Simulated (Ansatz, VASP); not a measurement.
Mg2Si: VASP beside Ansatz

```
CELL_PARAMETERS angstrom
8.87230 0.00000 0.00000
-4.43615 7.68364 0.00000
0.00000 0.00000 21.43315
ATOMIC_POSITIONS crystal
Mg 0.50000 0.50000 0.37325
Mg 0.50000 0.00000 0.37325
Mg 0.00000 0.50000 0.37325
Mg 0.00000 0.00000 0.37325
Mg 0.66667 0.33333 0.45775
Mg 0.66667 0.83333 0.45775
Mg 0.16667 0.33333 0.45775
Mg 0.16667 0.83333 0.45775
Mg 0.83333 0.66667 0.54152
Mg 0.83333 0.16667 0.54152
Mg 0.33333 0.66667 0.54152
Mg 0.33333 0.16667 0.54152
Mg 0.00000 0.50000 0.61901
Mg 0.00000 0.00000 0.61901
Mg 0.50000 0.50000 0.61901
Mg 0.50000 0.00000 0.61901
Si 0.33333 0.16667 0.41550
Si 0.33333 0.66667 0.41550
Si 0.83333 0.16667 0.41550
Si 0.83333 0.66667 0.41550
Si 0.66667 0.33333 0.58762
Si 0.66667 0.83333 0.58762
Si 0.16667 0.33333 0.58762
Si 0.16667 0.83333 0.58762
```

Alike in both runs: functional PBE; dispersion D3(BJ); k mesh 2 × 2 × 1; occupations gaussian, width 0.05 eV; no spin polarisation.

Ansatz relaxed the structure, and its values are those at the end. VASP's run is a single point on that final structure, the one shown.

|  | VASP | Ansatz |
| --- | --- | --- |
| version | VASP 6.6.1 | Ansatz 0.2.0 |
| potentials or method | VASP PAW PBE potentials, release 64 (Mg, Si) | scalar-relativistic, plane waves, PAW |
| plane-wave cutoff (eV) | 520 | 420 |
| valence electrons in the cell | 64 | 192 |

```tsv
	VASP	Ansatz	Ansatz less VASP
gap on the k mesh at the Fermi level (eV)	0.69	0.70	+0.002
least direct gap on the mesh (eV)	0.69	0.70	+0.002
rms of the force components (eV/Å)	0.180	0.177	-0.0027
```

The two sets of potentials don't hold the same shells in valence.
